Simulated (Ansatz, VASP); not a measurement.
**Two plane-wave programs on KCl**

The input POSCAR:

```
KCl
1.0
    3.7583463184      0.0000000000      0.0000000000
    0.0000000000      3.7711682906      0.0000000000
    0.0000000000      0.0000000000      3.7711682906
K Cl
1 1
Direct
    0.0000000000      0.0000000000      0.0000000000
    0.5000000000      0.5000000000      0.5000000000
```

File INCAR.step1:

```
ALGO = Normal ; EDIFF = 1E-4
ENCUT = 520 ; GGA = PE
ISMEAR = 0 ; LASPH = T
LCHARG = F ; LREAL = F
LWAVE = T ; NBANDS = 15
NELM = 100 ; PREC = Accurate
SIGMA = 0.01
```

The input INCAR.step2:

```
ALGO = Normal ; EDIFF = 1E-7
ENCUT = 520 ; ISIF = 2
ISMEAR = 0 ; ISTART = 1
LASPH = T ; LCHARG = F
LMIXTAU = T ; LREAL = F
LWAVE = F ; METAGGA = R2SCAN
NBANDS = 15 ; NELM = 100
PREC = Accurate ; SIGMA = 0.01
```

Contents of KPOINTS:

```
k-points
0
Gamma
  8 8 8
```

Input for Ansatz:

```yaml
crystal:
  lattice:
    - [3.7583463184, 0.0, 0.0]
    - [0.0, 3.7711682906, 0.0]
    - [0.0, 0.0, 3.7711682906]
  atoms:
    - { symbol: K, position: [0.0, 0.0, 0.0] }
    - { symbol: Cl, position: [0.5, 0.5, 0.5] }
kpoints:
  mp_grid: { grid: [8, 8, 8] }
  band_path:
    path:
      - [0.0, 0.0, 0.0]
      - [0.0, 0.5, 0.0]
      - [0.5, 0.5, 0.0]
      - [0.5, 0.5, 0.5]
      - [0.0, 0.5, 0.5]
    npoints: 1
hamiltonian:
  xc: r2scan
scf:
  occupations: { method: fixed }
  n_extra_bands: 4
output:
  forces: true
  stress: true
  eigenvalues: true
```

Change from the starting cell: uniaxial_x strain -0.3%.

Alike in both runs: task single point; functional r2SCAN; k mesh 8 × 8 × 8; no spin polarisation.

|  | VASP | Ansatz |
| --- | --- | --- |
| version | VASP 6.6.1 | Ansatz 0.2.0 |
| potentials or method | VASP PAW PBE potentials, release 64 (K_sv, Cl) | plane waves, PAW |
| plane-wave cutoff (eV) | 520 | 500 |
| occupations | gaussian, width 0.01 eV | fixed |
| valence electrons in the cell | 16 | 16 |

|  | VASP | Ansatz | Ansatz less VASP |
| --- | --- | --- | --- |
| gap on the k mesh at the Fermi level (eV) | 5.81 | 5.81 | -0.006 |
| pressure (GPa) | 0.0 | 0.1 | +0.04 |
| largest component of the traceless stress (GPa) | 0.11 | 0.11 | 0.000 |

Caveats: the PAW data sets were made with another functional, which shifts forces and pressure a little (VASP). A k mesh can miss the band edges.
